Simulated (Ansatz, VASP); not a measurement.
Ni: VASP beside Ansatz

Contents of INCAR:

```
SYSTEM = Ni
PREC = Accurate
ENCUT = 520
EDIFF = 1E-7
ISMEAR = -1
SIGMA = 0.05
LREAL = .False.
LASPH = .True.
NELM = 150
ALGO = Normal
ISIF = 2
LWAVE = .False.
LCHARG = .False.
ISPIN = 2
MAGMOM = 1
LORBIT = 11
LMAXMIX = 4
GGA = PS
NBANDS = 15
```

KPOINTS

```
Automatic mesh
0
Gamma
  13 13 13
  0 0 0
```

POSCAR

```
Ni
1.0
    0.0000000000      1.7490803739      1.7490803739
    1.7490803739      0.0000000000      1.7490803739
    1.7490803739      1.7490803739      0.0000000000
Ni
1
Direct
    0.0000000000      0.0000000000      0.0000000000
```

Contents of input.yaml:

```yaml
crystal:
  lattice:
    - [0.0, 1.7490803739, 1.7490803739]
    - [1.7490803739, 0.0, 1.7490803739]
    - [1.7490803739, 1.7490803739, 0.0]
  atoms:
    - { symbol: Ni, position: [0.0, 0.0, 0.0], spin: 1.0 }
kpoints:
  mp_grid: { grid: [13, 13, 13] }
scf:
  occupations: { method: fermi_dirac, width: 0.05 }
hamiltonian:
  xc: pbesol
  pseudopotentials: { kind: all_electron, lapw: { basis_error: 0.0005 } }
magnetization:
  spin_polarized: true
output:
  forces: true
  stress: true
  eigenvalues: true
```

Change from the starting cell: volume scaled by 1.02.

Alike in both runs: task single point; functional PBEsol; k mesh 13 × 13 × 13; occupations fermi-dirac, width 0.05 eV; collinear spin.

```csv
,VASP,Ansatz
version,VASP 6.6.1,Ansatz 0.2.0
potentials or method,"VASP PAW PBE potentials, release 64 (Ni)","all-electron LAPW, scalar-relativistic"
plane-wave cutoff (eV),520,see its input
```

Ansatz gave:

```
gap on the k mesh at the Fermi level (eV)                     : none
pressure (GPa)                                                : -6.6
net moment per atom (μB)                                      : 0.63
size of the moment on the site where the two differ most (μB) : 0.65
```

What did VASP give for the same quantities?

gap on the k mesh at the Fermi level (eV): none; pressure (GPa): -6.5; net moment per atom (μB): 0.63; size of the moment on the site where the two differ most (μB): 0.63.

Site moments also hang on the region over which each program counts them. A gap of «none» marks a metal or a gap that the smearing closes. Ansatz ran all-electron here, so the differences hold the error of VASP's frozen core and of both bases.

Caveats: the PAW data sets were made with another functional, which shifts forces and pressure a little (VASP).
